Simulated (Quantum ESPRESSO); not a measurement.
**Te2Mo: band structure with PBE**

Te2Mo, a slab with vacuum:

```
Te Mo
1.0
     6.36161    0.00000    0.00000
     0.00000    3.48040    0.00000
    -0.08574    0.00000   36.17589
Te Mo
4 2
Direct
  0.42925 0.75000 0.54070
  0.57075 0.25000 0.45930
  0.92085 0.25000 0.55653
  0.07915 0.75000 0.44347
  0.18135 0.25000 0.49747
  0.81865 0.75000 0.50253
```

```yaml
Program: Quantum ESPRESSO 7.5
Task: band structure
Functional: PBE
Potentials_or_basis: SSSP 1.3 efficiency PBE
Cutoff: 816 eV
Density_cutoff: 5987 eV
k_mesh: 4 × 8 × 1
Occupations: fermi-dirac, width 0.05 eV
Spin: no spin polarisation
Mixing_beta: 0.5
Most_SCF_iterations: 120
SCF_threshold: 1.2e-09 Ry
```

```yaml
Largest_force: 0.433 eV/Å
Band_gap_on_the_k_mesh: none (metal or under the smearing width)
```

Forces in eV/Å, atoms in the order of the input:
```
Te   0.048  0.000  0.132
Te  -0.048  0.000 -0.132
Te  -0.035  0.000  0.432
Te   0.035  0.000 -0.432
Mo   0.077  0.000  0.033
Mo  -0.077  0.000 -0.033
```

Stress tensor (GPa, compression positive):
```
0.22 0.00 0.00
0.00 0.15 0.00
0.00 0.00 0.43
```

Levels at the corners of the path, in eV from the Fermi level:
| point | band 23 | band 24 | band 25 | band 26 | band 27 | band 28 | band 29 | band 30 |
| --- | --- | --- | --- | --- | --- | --- | --- | --- |
| Γ | -0.93 | -0.60 | -0.30 | 0.18 | 0.65 | 1.08 | 1.69 | 2.10 |
| Y | -0.93 | -0.60 | -0.30 | 0.18 | 0.65 | 1.08 | 1.69 | 2.10 |
| H | -1.24 | -0.81 | -0.76 | -0.65 | 0.11 | 1.07 | 1.44 | 1.83 |
| C | -1.24 | -0.81 | -0.76 | -0.65 | 0.11 | 1.07 | 1.44 | 1.83 |
| E | -1.71 | -1.71 | -0.84 | -0.84 | 1.08 | 1.08 | 1.88 | 1.88 |
| M1 | -1.71 | -1.71 | -0.84 | -0.84 | 1.08 | 1.08 | 1.88 | 1.88 |
| A | -1.71 | -1.71 | -0.84 | -0.84 | 1.08 | 1.08 | 1.88 | 1.88 |
| X | -1.24 | -0.81 | -0.76 | -0.65 | 0.11 | 1.07 | 1.44 | 1.83 |
| H1 | -1.24 | -0.81 | -0.76 | -0.65 | 0.11 | 1.07 | 1.44 | 1.83 |
| M | -1.71 | -1.71 | -0.84 | -0.84 | 1.08 | 1.08 | 1.88 | 1.88 |
| D | -1.59 | -1.59 | -1.39 | -1.39 | 1.16 | 1.16 | 1.44 | 1.44 |
| Z | -1.59 | -1.59 | -1.39 | -1.39 | 1.16 | 1.16 | 1.44 | 1.44 |
| Y | -0.93 | -0.60 | -0.30 | 0.18 | 0.65 | 1.08 | 1.69 | 2.10 |
| D | -1.59 | -1.59 | -1.39 | -1.39 | 1.16 | 1.16 | 1.44 | 1.44 |

Wall time 12 min on 2 MPI ranks on Intel(R) Xeon(R) 6975P-C (Granite Rapids), with other jobs on the host, peak memory 2.9 GiB a rank.

Caveat: some levels on the path didn't converge; spin-orbit coupling is left out, which moves the levels of the heavy elements.
